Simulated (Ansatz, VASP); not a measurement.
# Ga in VASP and in Ansatz

The input INCAR:

```
PREC     = Accurate       # precision mode
ENCUT    = 520            # plane-wave cutoff, eV
EDIFF    = 1E-6           # SCF threshold, eV
ISMEAR   = -1             # smearing method
SIGMA    = 0.05           # smearing width, eV
LREAL    = False          # projectors in reciprocal space
LASPH    = True           # aspherical terms in the spheres
NELM     = 60             # most SCF steps
ALGO     = Normal         # electronic algorithm
ISIF     = 2              # what is computed and relaxed
LWAVE    = False          # write WAVECAR
LCHARG   = False          # write CHGCAR
GGA      = PS             # functional
NBANDS   = 12             # bands
```

File KPOINTS:

```
regular mesh
0
Gamma
  16 16 16
```

File POSCAR:

```
Ga
1.0
   -1.4298735320      1.4298735320      1.4298735320
    1.4298735320     -1.4298735320      1.4298735320
    1.4298735320      1.4298735320     -1.4298735320
Ga
1
Direct
    0.0000000000      0.0000000000      0.0000000000
```

Input for Ansatz:

```yaml
crystal:
  lattice:
    - [-1.429873532, 1.429873532, 1.429873532]
    - [1.429873532, -1.429873532, 1.429873532]
    - [1.429873532, 1.429873532, -1.429873532]
  atoms:
    - { symbol: Ga, position: [0.0, 0.0, 0.0] }
kpoints:
  mp_grid: { grid: [16, 16, 16] }
scf:
  occupations: { method: fermi_dirac, width: 0.05 }
hamiltonian:
  xc: pbesol
  pseudopotentials: { kind: all_electron, lapw: { basis_error: 0.001 } }
output:
  forces: true
  stress: true
  eigenvalues: true
  populations: true
```

Change from the starting cell: volume scaled by 0.65, LAPW.

Alike in both runs: task single point; functional PBEsol; k mesh 16 × 16 × 16; occupations fermi-dirac, width 0.05 eV; no spin polarisation.

```csv
,VASP,Ansatz
version,VASP 6.6.1,Ansatz 0.2.0
potentials or method,"VASP PAW PBE potentials, release 64 (Ga_d)","all-electron LAPW, scalar-relativistic"
plane-wave cutoff (eV),520,see its input
```

Ansatz gave:

- pressure (GPa): 71.5

Task: What did VASP give for the same quantities?

Result: Pressure (GPa): 71.8.

Ansatz ran all-electron here, so the differences hold the error of VASP's frozen core and of both bases.

Caveats: the cell as given lies far from equilibrium; so large a pressure means that the cell lies far from this level's equilibrium, or that cutoff or potentials fall short (VASP); the potentials were made for another functional, which shifts forces and pressure (VASP).
